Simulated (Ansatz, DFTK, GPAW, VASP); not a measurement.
InAs: 5 runs at one level of theory

```
In As
1.0
     0.00000    3.01800    3.01800
     3.01800    0.00000    3.01800
     3.01800    3.01800    0.00000
In As
1 1
Direct
  0.00000 0.00000 0.00000
  0.75000 0.75000 0.75000
```

Alike in all runs: task single point; functional PBE; k mesh 8 × 8 × 8; occupations gaussian, width 0.1 eV; no spin polarisation; no spin-orbit coupling. A missing gap at this level doesn't show that the real crystal is a metal. Pressure is positive in compression and, in plane waves, holds the error of the finite cutoff.

```tsv
program and potentials	plane-wave cutoff (eV)	notes	band gap (eV)	pressure (GPa)
DFTK, PseudoDojo SR PBE 0.4.1 standard (PBE)	1143	14 valence electrons an atom on average	no gap	4.37
GPAW, GPAW PAW data sets (gpaw-data 1.2.1)	600	9 valence electrons an atom on average	no gap	4.04
VASP, PBE PAW files As, In, 500 eV	500	4 valence electrons an atom on average	no gap	5.24
VASP, PBE PAW files As_GW, In_d_GW, 550 eV	550	9 valence electrons an atom on average	no gap	4.20
Ansatz, all-electron LAPW, scalar-relativistic	-	-	?	?
```

Question: Estimate from the other rows what the run with Ansatz, all-electron LAPW, scalar-relativistic gave.

Answer: No band gap; pressure 4.30 GPa. The other rows, which needn't bracket it: pressure 4.04 to 5.24.
